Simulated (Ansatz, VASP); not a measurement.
# One calculation of BN, two programs

The input INCAR:

```
SYSTEM = BN
PREC = Accurate
ENCUT = 520
EDIFF = 1E-6
ISMEAR = 0
SIGMA = 0.01
LREAL = .False.
LASPH = .True.
NELM = 100
ALGO = Normal
ISIF = 2
LWAVE = .False.
LCHARG = .False.
GGA = PE
NBANDS = 16
```

File KPOINTS:

```
Automatic mesh
0
Gamma
  9 9 4
  0 0 0
```

Contents of POSCAR:

```
BN
1.0
    2.5439500013      0.0000000000      0.0000000000
   -1.2719750007      2.2031253271      0.0000000000
    0.0000000000      0.0000000000      4.2078153363
B N
2 2
Direct
    0.3333333333      0.6666666667      0.0002034648
    0.6666666667      0.3333333333      0.5002034648
    0.3333333333      0.6666666667      0.3747965352
    0.6666666667      0.3333333333      0.8747965352
```

Input for Ansatz:

```yaml
crystal:
  lattice:
    - [2.5439500013, 0.0, 0.0]
    - [-1.2719750007, 2.2031253271, 0.0]
    - [0.0, 0.0, 4.2078153363]
  atoms:
    - { symbol: B, position: [0.3333333333, 0.6666666667, 0.0002034648] }
    - { symbol: B, position: [0.6666666667, 0.3333333333, 0.5002034648] }
    - { symbol: "N", position: [0.3333333333, 0.6666666667, 0.3747965352] }
    - { symbol: "N", position: [0.6666666667, 0.3333333333, 0.8747965352] }
kpoints:
  mp_grid: { grid: [9, 9, 4] }
hamiltonian:
  xc: pbe
scf:
  occupations: { method: fixed }
  n_extra_bands: 5
  mixing: { ndim: 1 }
  max_iter: 60
output:
  forces: true
  stress: true
  eigenvalues: true
```

Alike in both runs: task single point; functional PBE; k mesh 9 × 9 × 4; no spin polarisation.

|  | VASP | Ansatz |
| --- | --- | --- |
| version | VASP 6.6.1 | Ansatz 0.2.0 |
| potentials or method | VASP PAW PBE potentials, release 64 (B, N) | plane waves |
| plane-wave cutoff (eV) | 520 | 420 |
| occupations | gaussian, width 0.01 eV | fixed |
| valence electrons in the cell | 16 | 16 |

VASP gave:

| Quantity | Value |
| --- | --- |
| gap on the k mesh at the Fermi level (eV) | 5.19 |
| pressure (GPa) | 4.9 |
| largest component of the traceless stress (GPa) | 0.11 |
| rms of the force components (eV/Å) | 0.005 |

Problem. Estimate Ansatz's values.

Solution. gap on the k mesh at the Fermi level (eV): 5.21; pressure (GPa): 4.7; largest component of the traceless stress (GPa): 0.07; rms of the force components (eV/Å): 0.004.

Atom by atom the forces differ by 0.001 eV/Å (rms over components).

Caveats: an odd mesh through Γ misses points on the zone boundary, where band edges often lie.
